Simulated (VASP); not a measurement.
BeSe, 2 atoms in the cell. The structure is cubic, space group F-43m (No. 216). The conventional cell has a = 5.066 Å, b = 5.066 Å, c = 5.066 Å, α = 90.00°, β = 90.00°, γ = 90.00°. Be (site symmetry -43m) has 4 Se at 2.19 Å as nearest neighbours. Around Se (site symmetry -43m) lie 4 Be at 2.19 Å. The cell was built by a generator and needn't be a form met in nature.

* Program: VASP 6.6.1
* Task: single point
* Functional: r2SCAN
* Potentials or basis: VASP PAW PBE potentials, release 64 (Be, Se)
* Cutoff: 520 eV
* k mesh: 9 × 9 × 9
* Occupations: fermi-dirac, width 0.1 eV
* Spin: no spin polarisation
* Dipole correction: no
* Further INCAR settings: ALGO = Normal; EDIFF = 1e-06; NBANDS = 11

Potentials or basis: VASP PAW PBE potentials, release 64 (Be, Se).

The run is started by

```bash
$ cat potpaw_PBE.64/Be/POTCAR potpaw_PBE.64/Se/POTCAR > POTCAR
$ cp INCAR.step1 INCAR
$ mpirun -np 1 vasp_std > vasp.out
$ cp INCAR.step2 INCAR
$ mpirun -np 1 vasp_std > vasp.out
```

Hardware: 1 thread of Intel(R) Xeon(R) Platinum 8375C CPU @ 2.90GHz (Ice Lake), on a shared host.

Question: Estimate the wall time of this run.

Answer: Run time: 45 s on 1 thread of Intel(R) Xeon(R) Platinum 8375C CPU @ 2.90GHz (Ice Lake), with other jobs on the host, peak memory 0.16 GiB. Counts: scf iterations 11, k points 35.
